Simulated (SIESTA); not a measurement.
TiO2:

```xyz
6
Lattice="4.5998 0.0000 0.0000 0.0000 4.5998 0.0000 0.0000 0.0000 2.9592" Properties=species:S:1:pos:R:3 pbc="T T T"
Ti    0.0000    0.0000    1.4796
Ti    2.2999    2.2999    0.0000
O     1.3998    1.3998    1.4796
O     0.9001    3.6997    0.0000
O     3.6997    0.9001    0.0000
O     3.2000    3.2000    1.4796
```

The cell is a database's computed one.

Base run:

- Program: SIESTA 5.4.2
- Functional: BLYP
- Potentials or basis: PseudoDojo 0.4 standard (PBE files)
- Basis: DZP (energy shift 0.003 Ry; two zetas on semicore shells)
- Grid cutoff: 800 Ry
- Energy shift: 0.003 Ry
- k mesh: 6 × 6 × 9
- Occupations: fermi-dirac, width 0.05 eV
- Spin: no spin polarisation

Its results: band gap on the k mesh 1.76 eV, direct; pressure 13.9 GPa; largest force 0.147 eV/Å.

**Question.** The run is repeated on the same cell with these changes: functional from BLYP to RPBE. What comes out?

**Answer.** Band gap on the k mesh 1.76 eV, direct; pressure 11.6 GPa; largest force 0.077 eV/Å.

Caveats: the potentials were made for another functional, which shifts forces and pressure; the basis of atomic orbitals isn't converged, which shifts pressures, moduli and gaps.

Not every run made on this cell is shown here.
